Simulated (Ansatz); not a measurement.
# MgO: the cost of one run

Computed with Ansatz 0.2.0 (DFT PBE, scalar-relativistic, plane waves, PAW, unless a step's input says otherwise).

The COD entry's cell or inner coordinates are ideal or old and differ from later refinements, so a difference from it is no clean test against experiment.

2 further runs of the same task are left out: 2 set aside as unsound or not needed.

**1. The starting structure**

Symmetry: Fm-3m, No. 225, cubic system. The conventional cell has a = 4.254 Å, b = 4.254 Å, c = 4.254 Å, α = 90.00°, β = 90.00°, γ = 90.00°. Mg (site symmetry m-3m) has 6 O at 2.13 Å as nearest neighbours. O (site symmetry m-3m) has 6 Mg at 2.13 Å as nearest neighbours.

Coordinates:

```cif
data_structure
_symmetry_space_group_name_H-M 'Fm-3m'
_symmetry_Int_Tables_number 225
_cell_length_a 4.2537
_cell_length_b 4.2537
_cell_length_c 4.2537
_cell_angle_alpha 90.000
_cell_angle_beta 90.000
_cell_angle_gamma 90.000
_cell_volume 76.97
loop_
_atom_site_label
_atom_site_type_symbol
_atom_site_symmetry_multiplicity
_atom_site_Wyckoff_symbol
_atom_site_fract_x
_atom_site_fract_y
_atom_site_fract_z
_atom_site_occupancy
Mg1 Mg 4 a 0.00000 0.00000 0.00000 1
O1 O 4 b 0.50000 0.00000 0.00000 1
```

This cell was relaxed beforehand with the same method: volume 9.62 Å³/atom, gap on the mesh 4.46 eV.

**2. Next: the stripe of 1.5 rows**

A (001) slab of 3 planes in a 3×1 cell, the lower planes held; added atoms sit on lattice sites of the next plane. Energies count from bulk atoms, -1247.0695 eV an atom, and the flat slab, -44888.4442 eV.

The cell holds 21 Mg, 21 O: a = 12.761 Å, b = 4.254 Å, c = 18.381 Å, α = 90.00°, β = 90.00°, γ = 90.00°.

**3. Relaxation**

input.yaml reads:

```yaml
crystal:
  lattice:
    - [12.7611135581, 0.0, 0.0]
    - [0.0, 4.2537045194, 0.0]
    - [0.0, 0.0, 18.380556779]
  atoms:
    - { symbol: Mg, position: [0.0, 0.0, 0.081607974] }
    - { symbol: O, position: [0.1666666667, 0.0, 0.081607974] }
    - { symbol: Mg, position: [0.0, 0.5, 0.1973200433] }
    - { symbol: O, position: [0.1666666667, 0.5, 0.1973200433] }
    - { symbol: Mg, position: [0.1666666667, 0.0, 0.1973200433] }
    - { symbol: O, position: [0.0, 0.0, 0.1973200433] }
    - { symbol: Mg, position: [0.1666666667, 0.5, 0.081607974] }
    - { symbol: O, position: [0.0, 0.5, 0.081607974] }
    - { symbol: Mg, position: [0.3333333333, 0.0, 0.081607974] }
    - { symbol: O, position: [0.5, 0.0, 0.081607974] }
    - { symbol: Mg, position: [0.3333333333, 0.5, 0.1973200433] }
    - { symbol: O, position: [0.5, 0.5, 0.1973200433] }
    - { symbol: Mg, position: [0.5, 0.0, 0.1973200433] }
    - { symbol: O, position: [0.3333333333, 0.0, 0.1973200433] }
    - { symbol: Mg, position: [0.5, 0.5, 0.081607974] }
    - { symbol: O, position: [0.3333333333, 0.5, 0.081607974] }
    - { symbol: Mg, position: [0.6666666667, 0.0, 0.081607974] }
    - { symbol: O, position: [0.8333333333, 0.0, 0.081607974] }
    - { symbol: Mg, position: [0.6666666667, 0.5, 0.1973200433] }
    - { symbol: O, position: [0.8333333333, 0.5, 0.1973200433] }
    - { symbol: Mg, position: [0.8333333333, 0.0, 0.1973200433] }
    - { symbol: O, position: [0.6666666667, 0.0, 0.1973200433] }
    - { symbol: Mg, position: [0.8333333333, 0.5, 0.081607974] }
    - { symbol: O, position: [0.6666666667, 0.5, 0.081607974] }
    - { symbol: Mg, position: [0.0, 0.0, 0.3130321126] }
    - { symbol: O, position: [0.1666666667, 0.0, 0.3130321126] }
    - { symbol: Mg, position: [0.1666666667, 0.5, 0.3130321126] }
    - { symbol: O, position: [0.0, 0.5, 0.3130321126] }
    - { symbol: Mg, position: [0.3333333333, 0.0, 0.3130321126] }
    - { symbol: O, position: [0.5, 0.0, 0.3130321126] }
    - { symbol: Mg, position: [0.5, 0.5, 0.3130321126] }
    - { symbol: O, position: [0.3333333333, 0.5, 0.3130321126] }
    - { symbol: Mg, position: [0.6666666667, 0.0, 0.3130321126] }
    - { symbol: O, position: [0.8333333333, 0.0, 0.3130321126] }
    - { symbol: Mg, position: [0.8333333333, 0.5, 0.3130321126] }
    - { symbol: O, position: [0.6666666667, 0.5, 0.3130321126] }
    - { symbol: Mg, position: [0.0, 0.5, 0.4287441819] }
    - { symbol: O, position: [0.1666666667, 0.5, 0.4287441819] }
    - { symbol: Mg, position: [0.1666666667, 0.0, 0.4287441819] }
    - { symbol: O, position: [0.0, 0.0, 0.4287441819] }
    - { symbol: Mg, position: [0.3333333333, 0.5, 0.4287441819] }
    - { symbol: O, position: [0.3333333333, 0.0, 0.4287441819] }
basis:
  ecutwfc: 420
kpoints:
  mp_grid: { grid: [2, 6, 1] }
hamiltonian:
  xc: pbe
scf:
  occupations: { method: gaussian, width: 0.05 }
output:
  forces: true
  eigenvalues: true
  write_density: true
  write_potential: true
  elf: true
  volumetric_format: npy
relax:
  adjacent_minimum: "off"
  f_tol: 0.02
  max_steps: 45
  constraints: [{ sites: [0, 1, 6, 7, 8, 9, 14, 15, 16, 17, 22, 23] }]
efield:
  axis: 3
  dipole_correction: true
  ramp_width: 0.04
```

On the command line:

```
$ ansatz run input.yaml --threads 4 --pin off --max-ram 11264MiB --backend cpu --events-out ev --progress --plain --runs-dir out
```

Q: Estimate wall time and peak memory on 4 threads of Intel Xeon Platinum 8488C (Sapphire Rapids), shared host.

About 3.5 min, with a peak of 4.2 GiB.
